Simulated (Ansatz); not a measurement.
Crystal: As.

```
CELL_PARAMETERS angstrom
2.70368 0.00000 0.00000
0.00000 2.70368 0.00000
0.00000 0.00000 2.70368
ATOMIC_POSITIONS crystal
As 0.50000 0.50000 0.50000
```

This isn't the form of As at room conditions, which is rhombohedral.

| Property | Result |
| --- | --- |
| Program | Ansatz 0.2.0 |
| Task | relaxation of cell and atoms |
| Functional | revPBE |
| Potentials or basis | Ansatz PAW |
| Cutoff | 420 eV (not typed: the program's choice for these potentials) |
| k mesh | 10 × 10 × 10 |
| Occupations | fermi-dirac, width 0.05 eV |
| Spin | no spin polarisation |

At the start: volume 19.76 Å³/atom.

Q: Where does the relaxation end?

A: It ends after 5 steps and the volume is 20.57 Å³/atom (+4.1 %); space group Pm-3m (No. 221, to 0.05 Å).

The path:
| step | energy change (eV) | largest force (eV/Å) | volume (Å³) |
| --- | --- | --- | --- |
| 1 | 0.0000 | 0.0000 | 19.76 |
| 2 | -0.0072 | 0.0000 | 20.85 |
| 3 | -0.0081 | 0.0000 | 20.59 |
| 4 | -0.0081 | 0.0000 | 20.57 |
| 5 | -0.0082 | 0.0000 | 20.57 |

Final structure:
```cif
data_structure
_symmetry_space_group_name_H-M 'P 1'
_symmetry_Int_Tables_number 1
_cell_length_a 2.7401
_cell_length_b 2.7401
_cell_length_c 2.7401
_cell_angle_alpha 90.000
_cell_angle_beta 90.000
_cell_angle_gamma 90.000
_cell_volume 20.57
loop_
_atom_site_label
_atom_site_type_symbol
_atom_site_fract_x
_atom_site_fract_y
_atom_site_fract_z
_atom_site_occupancy
As1 As 0.50000 0.50000 0.50000 1
```

Caveat: the plane-wave basis is chosen anew once the cell has moved, so the energies of steps on either side of that aren't comparable; the PAW data sets come from PBE, with cores solved anew for the run's functional, which leaves a small shift of forces and pressure.
